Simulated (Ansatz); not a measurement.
A one-shot G0W0 calculation of BN built on the h-MgO prototype (it has left that coordination) with the PAW code Ansatz, at the level G0W0@LDA with 140 empty bands, a screening cutoff of 140 eV and a 6×6×2 mesh. The cell was relaxed beforehand with r2SCAN.

input.yaml:
```yaml
crystal:
  lattice:
    - [2.500838106, 0.0, 0.0]
    - [-1.250419053, 2.1657893305, 0.0]
    - [0.0, 0.0, 6.8931301039]
  atoms:
    - { symbol: B, position: [0.3333333333, 0.6666666667, 0.25] }
    - { symbol: B, position: [0.6666666667, 0.3333333333, 0.75] }
    - { symbol: "N", position: [0.6666666667, 0.3333333333, 0.25] }
    - { symbol: "N", position: [0.3333333333, 0.6666666667, 0.75] }
kpoints:
  mp_grid: { grid: [6, 6, 2] }
hamiltonian:
  xc: lda
scf:
  occupations: { method: fixed }
gw:
  n_empty_bands: 140
  ecut_chi: 140
  qp_bands: [v2, c2]
  qp_kpoints: band_edges
  screening: { model: contour_deformation }
```

Command: `ansatz run input.yaml --threads 2 --pin off --max-ram 3686MiB --backend cpu --events-out ev --progress --plain --runs-dir out`. Wall time 15 s on 2 threads of Arm Neoverse V1, on a shared host, load about 0.3 per core; peak host memory 0.32 GiB.

What the program printed (shortened):
```
Pseudopotential: B, paw, valence charge 3, recommended cutoff 420 eV (normal)
Pseudopotential: N, paw, valence charge 5, recommended cutoff 420 eV (normal)
Functional definition: SPW92
Crystal: 4 atoms, lattice volume = 37.335 Å³
Basis set: ecut = 420 eV, 713 PW (Γ)
Bands: 12, of which v1, the nominal top of the filled ones, is band 8 counted from 1 (7 counted from 0)
Symmetry: 24 space group operations
Space group: P63/mmc (ITA 194)
k-points: 14 of 72
SCF iter   1: HF=-1052.685185 eV  Δρ=8.79e-3  dr2=2.57e-2
SCF iter   2: HF=-1052.678834 eV  Δρ=4.19e-3  dr2=3.00e-3
SCF iter   3: HF=-1052.677926 eV  Δρ=1.59e-3  dr2=3.78e-4
SCF iter   4: HF=-1052.677828 eV  Δρ=2.24e-4  dr2=8.96e-6
SCF iter   5: HF=-1052.677827 eV  Δρ=2.35e-5  dr2=7.20e-8
SCF iter   6: HF=-1052.677828 eV  Δρ=8.93e-6  dr2=9.76e-9
SCF 1 converged in 6 iterations: F = -1052.677828 eV  dr2 = 9.76e-9
SCF converged after 6 iterations
Free energy (F): -1052.677828 eV
Fermi energy:    4.096779 eV
--- G₀W₀: contour deformation, 6 samples at zero and on the imaginary axis and 1 off it, 72 q-points, 140 empty bands' worth ---
    ik  band        ε_KS         Σx   Σc(E_QP)       V_xc       Z   E_QP_lin       E_QP  E_QP is
     0     7      2.7885   -23.6899     3.3315   -19.4045  0.7904     1.8242     1.8346  root
     0     8      2.7885   -23.6899     3.3315   -19.4045  0.7904     1.8242     1.8346  root
     0     9      8.8036    -4.5696    -3.9612    -9.2086  0.8376     9.4858     9.4814  root
     0    10     13.6618    -7.3225    -5.4028   -13.9738  0.7685    14.9532    14.9103  root
     1     7      2.7750   -23.6793     3.3350   -19.3888  0.7903     1.8091     1.8195  root
     1     8      2.7750   -23.6793     3.3350   -19.3888  0.7903     1.8091     1.8195  root
     1     9     11.0116    -5.8632    -4.4002   -11.1681  0.8152    11.9267    11.9163  root
     1    10     11.0116    -5.8632    -4.4002   -11.1681  0.8152    11.9267    11.9163  root
     2     7      1.8629   -23.4719     3.5326   -18.9286  0.7845     0.8391     0.8521  root
     2     8      1.8969   -23.5056     3.5241   -18.9769  0.7846     0.8796     0.8924  root
     2     9      9.6963    -4.5005    -4.0469    -9.2652  0.8346    10.4193    10.4141  root
     2    10     13.3931    -8.0225    -5.5167   -14.8465  0.7561    14.7359    14.7003  root
     3     7      1.8799   -23.4887     3.5285   -18.9524  0.7845     0.8592     0.8721  root
     3     8      1.8799   -23.4887     3.5285   -18.9524  0.7845     0.8592     0.8721  root
     3     9     11.6231    -6.1298    -4.5102   -11.6144  0.8083    12.6111    12.5975  root
     3    10     11.6231    -6.1298    -4.5102   -11.6144  0.8083    12.6111    12.5975  root
     6     7      2.7229   -19.1593     2.7134   -15.5826  0.7737     1.8491     1.8596  root
     6     8      3.5787   -20.4513     2.6597   -17.0198  0.7757     2.7995     2.8069  root
     6     9      8.2495    -5.7487    -4.4059   -11.1593  0.8172     9.2647     9.2542  root
     6    10      9.4804    -7.4624    -4.7016   -13.3435  0.7983    10.6777    10.6599  root
     7     7      3.1617   -19.8025     2.6782   -16.3053  0.7750     2.3338     2.3426  root
     7     8      3.1617   -19.8025     2.6782   -16.3053  0.7750     2.3338     2.3426  root
     7     9      8.6879    -6.3692    -4.4470   -11.8680  0.8117     9.7518     9.7397  root
     7    10      8.6879    -6.3692    -4.4470   -11.8680  0.8117     9.7518     9.7397  root
    12     7      4.0402   -20.3052     2.4492   -17.1325  0.7800     3.3108     3.3167  root
    12     8      4.0402   -20.3052     2.4492   -17.1325  0.7800     3.3108     3.3167  root
    12     9      8.7817    -6.4837    -4.7316   -12.3390  0.8035     9.9204     9.9055  root
    12    10      8.7817    -6.4837    -4.7316   -12.3390  0.8035     9.9204     9.9055  root
    13     7      4.0968   -20.5318     2.4756   -17.3334  0.7796     3.3681     3.3740  root
    13     8      4.0968   -20.5318     2.4756   -17.3334  0.7796     3.3681     3.3740  root
    13     9      8.6232    -6.1368    -4.6934   -11.9278  0.8066     9.7347     9.7208  root
    13    10      8.6232    -6.1368    -4.6934   -11.9278  0.8066     9.7347     9.7208  root
```

The points are ik 0 = (0, 0, 0) (Γ), ik 1 = (0, 0, -1/2), ik 2 = (0, 1/6, 0), ik 3 = (0, 1/6, -1/2), ik 6 = (0, -1/2, 0), ik 7 = (0, -1/2, -1/2), ik 12 = (1/3, 1/3, 0), ik 13 = (1/3, 1/3, -1/2); band 8 is the last filled one.

Over the mesh points the LDA gap of 4.15 eV becomes a quasiparticle gap of 5.88 eV (k = (1/3, 1/3, -1/2) to k = (0, -1/2, 0)), a change of +1.73 eV. Renormalisation factors Z lie between 0.76 and 0.84. No extrapolation in bands, cutoff or mesh was made for G0W0.

Note: simulated data, non-magnetic, for a generated structure that need not be the stable one.
